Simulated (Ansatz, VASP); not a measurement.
**Ge in VASP and in Ansatz**

```
Ge
1.0
     0.00000    2.83785    2.83785
     2.83785    0.00000    2.83785
     2.83785    2.83785    0.00000
Ge
2
Cartesian
  2.8378 2.8378 2.8378
  4.2568 4.2568 4.2568
```

Alike in both runs: task single point; functional PBEsol; k mesh 14 × 14 × 14; occupations gaussian, width 0.05 eV; no spin polarisation.

|  | VASP | Ansatz |
| --- | --- | --- |
| version | VASP 6.6.1 | Ansatz 0.2.0 |
| potentials or method | VASP PAW PBE potentials, release 64 (Ge_d) | scalar-relativistic, plane waves, PAW |
| plane-wave cutoff (eV) | 520 | 420 |
| valence electrons in the cell | 28 | 28 |

Ansatz gave:

```
pressure (GPa) : 0.0
```

Problem. Estimate VASP's values.

Solution. Pressure (GPa): -0.4.

With one functional, cell and mesh, what is left measures potentials, basis and numerics.

Caveats: the PAW data sets were made with another functional, which shifts forces and pressure a little (VASP).
